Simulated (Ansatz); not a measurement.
# V, fcc: how the functional moves the structure

All rows: Ansatz, plane waves with scalar-relativistic PAW, 420 eV (500 eV for the SCAN forms), relaxed under each functional, no dispersion correction, no zero-point motion. B₀ comes from uniform scaling at fixed shape; a dash is a value not given.

```csv
functional,V (Å³/atom),cell,B₀ (GPa),magnetic state,ΔE to bcc (meV/atom)
PBE,13.90,a = 3.817 Å,176,non-magnetic,244
r²SCAN,13.72,a = 3.800 Å,187,non-magnetic,243
PBEsol,13.41,a = 3.771 Å,190,spin not included,267
LDA,12.98,a = 3.731 Å,202,spin not included,289
revPBE,14.16,a = 3.841 Å,169,spin not included,234
RPBE,14.26,a = 3.849 Å,167,spin not included,231
```

(1) What does BLYP give?

Results:

(1) V (Å³/atom): 14.32; cell: a = 3.855 Å; B₀ (GPa): 163; magnetic state: spin not included; ΔE to bcc (meV/atom): 233.
